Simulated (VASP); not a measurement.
Level of theory: revTPSS meta-GGA, VASP's PBE PAW potentials (set 64) (plane waves; VASP).

The input files of a VASP run:

**INCAR**
```
! general
SYSTEM  = CsCl
PREC    = Accurate
ENCUT   = 520
LREAL   = .FALSE.
LASPH   = .TRUE.

! electronic loop
EDIFF   = 1E-7
NELM    = 100
ALGO    = Normal
LMAXMIX = 4
LMIXTAU = .TRUE.

! smearing
ISMEAR  = -5

! functional
METAGGA = RTPSS

! ions
ISIF    = 2

! output
LWAVE   = .FALSE.
LCHARG  = .FALSE.
LORBIT  = 11
NEDOS   = 601
```

File KPOINTS_OPT:
```
k-points along high-symmetry lines
10
Line-mode
Reciprocal
  0.000000   0.000000   0.000000 ! GAMMA
  0.000000   0.500000   0.000000 ! X

  0.000000   0.500000   0.000000 ! X
  0.500000   0.500000   0.000000 ! M

  0.500000   0.500000   0.000000 ! M
  0.000000   0.000000   0.000000 ! GAMMA

  0.000000   0.000000   0.000000 ! GAMMA
  0.500000   0.500000   0.500000 ! R

  0.500000   0.500000   0.500000 ! R
  0.000000   0.500000   0.000000 ! X

  0.500000   0.500000   0.500000 ! R
  0.500000   0.500000   0.000000 ! M
```

File POSCAR:
```
CsCl
1
    4.1516823690     0.0000000000     0.0000000000
    0.0000000000     4.1516823690     0.0000000000
    0.0000000000     0.0000000000     4.1516823690
Cs Cl
1 1
Direct
  0.0000000000   0.0000000000   0.0000000000
  0.5000000000   0.5000000000   0.5000000000
```

File KPOINTS:
```
kpoints
0
gamma
7 7 7
```

POTCAR, in this order: Cs_sv Cl (PBE.64 set). Program: vasp_std.

Output of the run:

OUTCAR:
```
 ion  position               nearest neighbor table
   1  0.000  0.000  0.000-
   2  0.500  0.500  0.500-
  LATTYP: Found a simple cubic cell.
 ALAT       =     4.1516823690
 Subroutine PRICEL returns:
 Original cell was already a primitive cell.
 Subroutine GETGRP returns: Found 48 space group operations
The static configuration has the point symmetry O_h .
The dynamic configuration has the point symmetry O_h .
 Subroutine INISYM returns: Found 48 space group operations
 Subroutine IBZKPT returns following result:
 Found     20 irreducible k-points:

 Following reciprocal coordinates:
            Coordinates               Weight
  0.000000  0.000000  0.000000      1.000000
  0.142857  0.000000  0.000000      6.000000
  0.285714  0.000000  0.000000      6.000000
  0.428571  0.000000  0.000000      6.000000
  0.142857  0.142857  0.000000     12.000000
  0.285714  0.142857  0.000000     24.000000
  0.428571  0.142857  0.000000     24.000000
  0.285714  0.285714  0.000000     12.000000
  0.428571  0.285714  0.000000     24.000000
  0.428571  0.428571  0.000000     12.000000
  0.142857  0.142857  0.142857      8.000000
  0.285714  0.142857  0.142857     24.000000
  0.428571  0.142857  0.142857     24.000000
  0.285714  0.285714  0.142857     24.000000
  0.428571  0.285714  0.142857     48.000000
  0.428571  0.428571  0.142857     24.000000
  0.285714  0.285714  0.285714      8.000000
  0.428571  0.285714  0.285714     24.000000
  0.428571  0.428571  0.285714     24.000000
  0.428571  0.428571  0.428571      8.000000
   k-points           NKPTS =     20   k-points in BZ     NKDIM =     20   number of bands    NBANDS=     12
   number of dos      NEDOS =    601   number of ions     NIONS =      2
   total plane-waves  NPLWV =  32768
   dimension x,y,z NGX =    32 NGY =   32 NGZ =   32
...
```

OSZICAR:
```
       N       E                     dE             d eps       ncg     rms          rms(c)
DAV:   1     0.140282320288E+03    0.14028E+03   -0.69574E+03   480   0.122E+03
DAV:   2     0.234499382997E+02   -0.11683E+03   -0.10821E+03   816   0.282E+02
DAV:   3     0.125521433370E+02   -0.10898E+02   -0.10833E+02   640   0.869E+01
DAV:   4     0.123392838777E+02   -0.21286E+00   -0.21247E+00   596   0.163E+01
DAV:   5     0.123339923006E+02   -0.52916E-02   -0.52897E-02   624   0.235E+00    0.333E+00
DAV:   6     0.141228510354E+02    0.17889E+01   -0.50541E+00   480   0.336E+01    0.121E+00
DAV:   7     0.140254819137E+02   -0.97369E-01   -0.74176E-01   572   0.102E+01    0.808E-01
DAV:   8     0.139360509430E+02   -0.89431E-01   -0.31485E-01   588   0.477E+00    0.861E-01
DAV:   9     0.139490922289E+02    0.13041E-01   -0.17280E-01   508   0.360E+00    0.476E-01
DAV:  10     0.139023547455E+02   -0.46737E-01   -0.20965E-02   528   0.153E+00    0.421E-01
DAV:  11     0.138881957466E+02   -0.14159E-01   -0.48349E-03   580   0.557E-01    0.269E-01
DAV:  12     0.138858795103E+02   -0.23162E-02   -0.39204E-03   576   0.402E-01    0.713E-02
DAV:  13     0.138846634465E+02   -0.12161E-02   -0.62569E-04   564   0.249E-01    0.207E-02
DAV:  14     0.138844609040E+02   -0.20254E-03   -0.15825E-04   536   0.170E-01    0.135E-02
DAV:  15     0.138844069828E+02   -0.53921E-04   -0.25916E-05   572   0.624E-02    0.552E-03
DAV:  16     0.138843992791E+02   -0.77037E-05   -0.71657E-06   568   0.279E-02    0.335E-03
DAV:  17     0.138843968343E+02   -0.24448E-05   -0.13783E-06   580   0.818E-03    0.152E-03
DAV:  18     0.138843967518E+02   -0.82524E-07   -0.16057E-07   428   0.334E-03
   1 F= 0.13884397E+02 E0= 0.13884397E+02  d E =0.000000E+00
       N       E                     dE             ncg
       N       E                     dE             ncg
       N       E                     dE             ncg
```

**OUTCAR**
```
------------------------ aborting loop because EDIFF is reached ----------------------------------------
  FORCE on cell =-STRESS in cart. coord.  units (eV):
  Direction    XX          YY          ZZ          XY          YZ          ZX
  --------------------------------------------------------------------------------------
  Total       -0.0010729     -0.0010729     -0.0010729      0.0000000      0.0000000      0.0000000
  in kB       -0.0240219     -0.0240219     -0.0240219      0.0000000      0.0000000      0.0000000
  external PRESSURE =      -0.0240219 kB  Pullay stress =       0.0000000 kB
  volume of cell :       71.56
      direct lattice vectors                 reciprocal lattice vectors
     4.151682369  0.000000000  0.000000000     0.240866211  0.000000000  0.000000000
     0.000000000  4.151682369  0.000000000     0.000000000  0.240866211  0.000000000
     0.000000000  0.000000000  4.151682369     0.000000000  0.000000000  0.240866211
 POSITION                                       TOTAL-FORCE (eV/Angst)
 -----------------------------------------------------------------------------------
      0.00000      0.00000      0.00000         0.000000      0.000000      0.000000
      2.07584      2.07584      2.07584         0.000000      0.000000      0.000000
 -----------------------------------------------------------------------------------
    total drift:                                0.000000      0.000000     -0.000000
  FREE ENERGIE OF THE ION-ELECTRON SYSTEM (eV)
  ---------------------------------------------------
  free  energy   TOTEN  =        13.8843967518 eV

  energy  without entropy=       13.8843967518  energy(sigma->0) =       13.88439675

 total charge

# of ion       s       p       d       tot
------------------------------------------
    1        1.888   4.724   0.027   6.639
    2        1.565   3.538   0.000   5.103
--------------------------------------------------
tot          3.453   8.262   0.027  11.742
```
(Selected blocks of OUTCAR.)

The compound is CsCl in the CsCl type structure. It was relaxed first.
